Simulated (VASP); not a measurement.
# KI (Fm-3m) in VASP: further runs

The runs below take KI through single point, with PBE.

Everything below comes from runs of VASP 6.6.1. Logs are shortened: lines on timing, memory, paths and dates and some standing lists are left out, and cuts for length are marked.

**Experimental background.**

From a printed reference work, monograph, for a bulk crystal of KI: band gap 6.32 eV.

How close the calculation comes is told below.

## 1. The cell of the first run

Symmetry: Fm-3m, No. 225, cubic system. The conventional cell has a = 7.049 Å, b = 7.049 Å, c = 7.049 Å, α = 90.00°, β = 90.00°, γ = 90.00°. K (site symmetry m-3m) has 6 I at 3.52 Å within 4.6 Å. Within 4.6 Å of I (site symmetry m-3m) lie 6 K at 3.52 Å.

## 2. Single point, PBE

INCAR

```
SYSTEM = KI
PREC = Accurate
ENCUT = 520
EDIFF = 1E-6
ISMEAR = -1
SIGMA = 0.01
LREAL = .FALSE.
LASPH = .TRUE.
NELM = 60
ALGO = Normal
ISIF = 2
LWAVE = .FALSE.
LCHARG = .TRUE.
GGA = PE
LELF = .TRUE.
LVHAR = .TRUE.
NBANDS = 15
```

KPOINTS

```
Automatic mesh
0
G
  8 8 8
  0 0 0
```

POSCAR

```
KI
1.0
    0.0000000000      3.5245500000      3.5245500000
    3.5245500000      0.0000000000      3.5245500000
    3.5245500000      3.5245500000      0.0000000000
K I
1 1
Direct
    0.0000000000      0.0000000000      0.0000000000
    0.5000000000      0.5000000000      0.5000000000
```

Potentials or basis: VASP PAW PBE potentials, release 64 (K_sv, I).

Launch:

```console
$ cat potpaw_PBE.64/K_sv/POTCAR potpaw_PBE.64/I/POTCAR > POTCAR
$ mpirun -np 1 vasp_std > vasp.out
```

OUTCAR:

```text
SYSTEM = KI
   PREC = Accurate
   ENCUT = 520
   EDIFF = 1E-6
   ISMEAR = -1
   LREAL = .FALSE.
   LASPH = .TRUE.
   NELM = 60
   ISIF = 2
   GGA = PE

 ion  position               nearest neighbor table
   1  0.000  0.000  0.000-   2 3.52   2 3.52   2 3.52   2 3.52   2 3.52   2 3.52
   2  0.500  0.500  0.500-   1 3.52   1 3.52   1 3.52   1 3.52   1 3.52   1 3.52

  LATTYP: Found a face centered cubic cell.
 ALAT       =     7.0491000000

  Lattice vectors:

 A1 = (   0.0000000000,   3.5245500000,   3.5245500000)
 A2 = (   3.5245500000,   0.0000000000,   3.5245500000)
 A3 = (   3.5245500000,   3.5245500000,   0.0000000000)

Analysis of symmetry for initial positions (statically):
=====================================================================
 Subroutine PRICEL returns:
 Original cell was already a primitive cell.

 Routine SETGRP: Setting up the symmetry group for a
 face centered cubic supercell.

 Subroutine GETGRP returns: Found 48 space group operations
 (whereof 48 operations were pure point group operations)
 out of a pool of 48 trial point group operations.

The static configuration has the point symmetry O_h .

Analysis of symmetry for dynamics (positions and initial velocities):
=====================================================================
 Subroutine PRICEL returns:
 Original cell was already a primitive cell.

 Routine SETGRP: Setting up the symmetry group for a
 face centered cubic supercell.

 Subroutine GETGRP returns: Found 48 space group operations
 (whereof 48 operations were pure point group operations)
 out of a pool of 48 trial point group operations.

The dynamic configuration has the point symmetry O_h .

 Subroutine INISYM returns: Found 48 space group operations
 (whereof 48 operations are pure point group operations),
 and found     1 'primitive' translations

----------------------------------------------------------------------------------------

                                     Primitive cell

  volume of cell :      87.5671

  direct lattice vectors                    reciprocal lattice vectors
     0.000000000  3.524550000  3.524550000    -0.141862082  0.141862082  0.141862082
     3.524550000  0.000000000  3.524550000     0.141862082 -0.141862082  0.141862082
     3.524550000  3.524550000  0.000000000     0.141862082  0.141862082 -0.141862082

  length of vectors
     4.984466411  4.984466411  4.984466411     0.245712333  0.245712333  0.245712333

  position of ions in fractional coordinates (direct lattice)
     0.000000000  0.000000000  0.000000000
[... 90 lines left out ...]
   NUPDOWN=      -1.0000    fix difference up-down
   EMIN   =  10.00;   EMAX   =-10.00  energy-range for DOS
   EFERMI =   0.00;   METHOD = LEGACY
   ISMEAR =    -1;   SIGMA  =   0.01  broadening in eV -4-tet -1-fermi 0-gaus
   EFERMI_NEDOS =   21; number of points for ismear=-14 and -15
   IALGO  =     38    algorithm
   IMIX   =      4    mixing-type and parameters
     AMIX     =   0.40;   BMIX     =  1.00
     AMIX_MAG =   1.60;   BMIX_MAG =  1.00
  volume/ion in A,a.u.               =      43.78       295.47
  Fermi-wavevector in a.u.,A,eV,Ry     =   0.928969  1.755497 11.741598  0.862983
  Thomas-Fermi vector in A             =   2.055202
   LORBIT       =      0    0 simple, 1 ext, 2 COOP (PROOUT), +10 PAW based schemes
   GGA     = PE    functional components
   LHFCALC =     F    Hartree Fock is set to
   AEXX    =    0.0000 exact exchange contribution
   IVDW    =     0    specifies the selected vdW correction
   LEPSILON=     F    determine dielectric tensor
   LRPA    =     F    only Hartree local field effects (RPA)
 non-spin polarized calculation
  energy-cutoff  :      520.00
  volume of cell :       87.57
 maximum number of plane-waves:      2397
 NGX is ok and might be reduce to    40
   NGX = 19   NGY = 19   NGZ = 19

 number of electron      15.9999999 magnetization

 Free energy of the ion-electron system (eV)
  ---------------------------------------------------
  ext. energy  EPLUGINS =         0.00000000
  ---------------------------------------------------
  free energy    TOTEN  =        -5.55381169 eV

  energy without entropy =       -5.55381169  energy(sigma->0) =       -5.55381169

 E-fermi :  -0.0836     XC(G=0):  -7.2054

 val. band max:       -0.3794169637   @ k =   0.0000   0.0000   0.0000
 cond. band min:       3.5995103138   @ k =   0.0000   0.0000   0.0000
 fundamental gap:      3.9789272775
 Fermi energy:        -0.0836158939

 k-point     1 :       0.0000    0.0000    0.0000
  band No.  band energies     occupation
      1     -28.8691      2.00000
      2     -12.3577      2.00000
      3     -12.3577      2.00000
      4     -12.3577      2.00000
      5     -10.8921      2.00000
      6      -0.3794      2.00000
      7      -0.3794      2.00000
      8      -0.3794      2.00000
      9       3.5995      0.00000
     10       6.1146      0.00000
     11       6.1146      0.00000
     12       6.1146      0.00000
     13       6.8365      0.00000
     14       6.8365      0.00000
[... 401 lines left out ...]
      2     -12.4695      2.00000
      3     -12.3752      2.00000
      4     -12.3665      2.00000
      5     -10.6444      2.00000
      6      -1.4985      2.00000
      7      -0.9306      2.00000
      8      -0.7723      2.00000
      9       5.6666      0.00000
     10       6.4714      0.00000
     11       7.0307      0.00000
     12       7.9047      0.00000
     13       8.3398      0.00000
     14       8.5868      0.00000
     15       9.4397      0.00000

 [... further k-points ...]

------------------------ aborting loop because EDIFF is reached ----------------------------------------

  FORCE on cell =-STRESS in cart. coord.  units (eV):
  Direction    XX          YY          ZZ          XY          YZ          ZX
  --------------------------------------------------------------------------------------
  -------------------------------------------------------------------------------------
  Total        0.3917142      0.3917142      0.3917142     -0.0000000      0.0000000     -0.0000000
  in kB        7.1670242      7.1670242      7.1670242     -0.0000000      0.0000000     -0.0000000
  external PRESSURE =       7.1670242 kB  Pullay stress =       0.0000000 kB

 VOLUME and BASIS-vectors are now :
 -----------------------------------------------------------------------------
  energy-cutoff  :      520.00
  volume of cell :       87.57
      direct lattice vectors                 reciprocal lattice vectors
     0.000000000  3.524550000  3.524550000    -0.141862082  0.141862082  0.141862082
     3.524550000  0.000000000  3.524550000     0.141862082 -0.141862082  0.141862082
     3.524550000  3.524550000  0.000000000     0.141862082  0.141862082 -0.141862082

 POSITION                                       TOTAL-FORCE (eV/Angst)
 -----------------------------------------------------------------------------------
      0.00000      0.00000      0.00000         0.000000     -0.000000     -0.000000
      3.52455      3.52455      3.52455        -0.000000      0.000000      0.000000
 -----------------------------------------------------------------------------------
    total drift:                                0.000000     -0.000000     -0.000000

  FREE ENERGIE OF THE ION-ELECTRON SYSTEM (eV)
  ---------------------------------------------------
  free  energy   TOTEN  =        -5.5538116905 eV

  energy  without entropy=       -5.5538116905  energy(sigma->0) =       -5.55381169
```

Run time: 68 s. Hardware: 1 thread of Intel Xeon 8259CL, shared host; peak memory 0.25 GiB.

What came out:

```yaml
Free_energy: -5.5538 eV
Pressure: 0.7 GPa
Band_gap_on_the_k_mesh: 3.98 eV
```

Levels at points of the mesh, in eV from the valence-band top:
| k point | band 6 | band 7 | band 8 | band 9 | band 10 | band 11 |
| --- | --- | --- | --- | --- | --- | --- |
| (0.00, 0.00, 0.00) | 0.00 | 0.00 | 0.00 | 3.98 | 6.49 | 6.49 |
| (0.50, 0.00, 0.00) | -1.34 | -0.34 | -0.34 | 5.53 | 7.73 | 8.16 |
| (0.50, 0.50, 0.00) | -1.01 | -0.37 | -0.37 | 4.92 | 5.78 | 8.10 |

Caveat: spin-orbit coupling is left out, which moves the levels of the heavy elements.

(Part 1 of 2 ends here.)
